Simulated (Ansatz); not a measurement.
## CuAu3 under changes of volume

One of the cells (15.761 Å³/atom); the others are scaled copies at fixed shape and fractional positions:

```
CELL_PARAMETERS angstrom
3.98000 0.00000 0.00000
0.00000 3.98000 0.00000
0.00000 0.00000 3.98000
ATOMIC_POSITIONS crystal
Au 0.50000 0.50000 0.00000
Au 0.50000 0.00000 0.50000
Au 0.00000 0.50000 0.50000
Cu 0.00000 0.00000 0.00000
```

| Quantity | Value |
| --- | --- |
| Program | Ansatz 0.2.0 |
| Functional | LDA |
| Potentials or basis | all-electron LAPW, scalar-relativistic |
| Cutoff | 244 eV (chosen from the basis error) |
| Basis error allowed | 0.002 eV/atom |
| k mesh | 7 × 7 × 7 |
| Occupations | fermi-dirac, width 0.05 eV |
| Spin | no spin polarisation |

```tsv
volume (Å³/atom)	energy over the lowest point (meV/atom)	pressure (GPa)
14.816	?	?
15.131	0.00	1.4
15.446	1.18	-2.5
15.761	9.63	-5.9
16.076	24.40	-8.9
16.392	44.67	-11.5
16.707	69.68	-13.7
```

**Question.** What does the run at 14.816 Å³/atom give?

**Answer.** Energy over the lowest point 7.12 meV/atom; pressure 6.0 GPa.

Worked out: A Birch-Murnaghan fit of order 3 (a polynomial in V^(-2/3)) to the other rows has its minimum at 15.24 Å³/atom with B0 = V·E''(V) = 195 GPa and B' = 5.7. It gives 7.15 meV/atom at 14.816 Å³/atom, against the run's 7.12, and -dE/dV = 6.0 GPa, against 6.0.

Energies are extrapolated to zero smearing.
